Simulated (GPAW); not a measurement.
Set up this calculation in GPAW 26.7.0, as an ASE script.

```
Task                : single point
Functional          : PBE
Potentials or basis : GPAW PAW data sets (gpaw-data 1.2.1)
Cutoff              : 600 eV
Basis               : pw
k mesh              : 5 × 5 × 3
Occupations         : fermi-dirac, width 0.05 eV
Spin                : no spin polarisation
Maxiter             : 150
```

Si2Mo:

```
Mo Si
1.0
     4.67718    0.00000    0.00000
    -2.33859    3.97113    0.00000
     0.00000    0.00000    6.57976
Mo Si
3 6
Direct
  0.50000 0.50000 0.83333
  0.00000 0.50000 0.16667
  0.50000 0.00000 0.50000
  0.16387 0.32775 0.50000
  0.67225 0.83613 0.16667
  0.83613 0.16387 0.83333
  0.83613 0.67225 0.50000
  0.32775 0.16387 0.16667
  0.16387 0.83613 0.83333
```

The cell comes from a database or a generator and needn't be the stable form of this composition.

The cell isn't the ideal one: strain = 0.02.

One way to write it, as run:

run.py

```python
from ase import Atoms
from ase.dft.bandgap import bandgap
from ase.io import write
from ase.units import GPa
from gpaw import GPAW, PW

atoms = Atoms(['Mo', 'Mo', 'Mo', 'Si', 'Si', 'Si', 'Si', 'Si', 'Si'],
              cell=[[4.6771809911, 0.0, 0.0],
                    [-2.3385904956, 3.9711348592, 0.0],
                    [0.0, 0.0, 6.5797601]],
              scaled_positions=[[0.5, 0.5, 0.8333333333],
                                [0.0, 0.5, 0.1666666667],
                                [0.5, 0.0, 0.5],
                                [0.16387298, 0.32774596, 0.5],
                                [0.67225404, 0.83612702, 0.1666666667],
                                [0.83612702, 0.16387298, 0.8333333333],
                                [0.83612702, 0.67225404, 0.5],
                                [0.32774596, 0.16387298, 0.1666666667],
                                [0.16387298, 0.83612702, 0.8333333333]],
              pbc=True)

calc = GPAW(mode=PW(600),
            xc='PBE',
            kpts={'size': (5, 5, 3), 'gamma': True},
            occupations={'name': 'fermi-dirac', 'width': 0.05},
            nbands=59,
            convergence={'density': 1e-05, 'energy': 1e-05},
            maxiter=150,
            txt='gpaw.txt')
atoms.calc = calc
energy = atoms.get_potential_energy()
forces = atoms.get_forces()
stress = atoms.get_stress()
calc.write('gs.gpw')
write('result.traj', atoms)
print(f'Energy: {energy:.6f} eV')
print('Forces (eV/A):')
print(forces.round(4))
print('Stress (GPa):', (stress / GPa).round(3))
print('Fermi level:', round(calc.get_fermi_level(), 4), 'eV')
print(f'Gap: {bandgap(calc)[0]:.4f} eV, direct: {bandgap(calc, direct=True)[0]:.4f} eV')
```

Potentials or basis: GPAW PAW data sets (gpaw-data 1.2.1), pw.

Command:

```console
$ OMP_NUM_THREADS=1 python run.py
```

It gave:

* Pressure: 0.0 GPa
* Largest force: 0.043 eV/Å
* Band gap on the k mesh: 0.56 eV, indirect (least direct gap 0.82 eV)

Caveat: the density grid can change from cell to cell, which puts small steps into energies and stress; an odd mesh through Γ misses points on the zone boundary, where band edges often lie.

It took 2.4 min on 1 thread of Intel(R) Xeon(R) Platinum 8488C (Sapphire Rapids), with other jobs on the host, peak memory 0.29 GiB.
